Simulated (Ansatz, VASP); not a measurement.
PtSe2 (Sudovikovite) in VASP and in Ansatz

```
CELL_PARAMETERS angstrom
3.76445 0.00000 0.00000
-1.88222 3.26011 0.00000
0.00000 0.00000 4.86530
ATOMIC_POSITIONS crystal
Pt 0.00000 0.00000 0.00000
Se 0.33333 0.66667 0.26444
Se 0.66667 0.33333 0.73556
```

Alike in both runs: task relaxation of cell and atoms; functional PBE; dispersion D3(BJ); k mesh 15 × 15 × 10; occupations gaussian, width 0.1 eV; no spin polarisation.

|  | VASP | Ansatz |
| --- | --- | --- |
| version | VASP 6.6.1 | Ansatz 0.2.0 |
| potentials or method | VASP PAW PBE potentials, release 64 (Pt, Se) | scalar-relativistic, plane waves, PAW |
| plane-wave cutoff (eV) | 600 | 420 |
| valence electrons in the cell | 22 | 50 |

```tsv
	VASP	Ansatz	Ansatz less VASP
gap on the k mesh at the Fermi level, each at its own relaxed structure (eV)	none	none	-
relaxed volume (Å³/atom)	19.78	19.80	+0.021
relaxed cell length with the largest relative difference (Å)	4.819	4.823	+0.0045
```

A gap of «none» marks a metal or a gap that the smearing closes. The two sets of potentials don't hold the same shells in valence.

Caveats: pairwise dispersion overbinds metals, which lowers pressure and volume. The runs have no spin-orbit coupling, so splittings on Pt are missing.
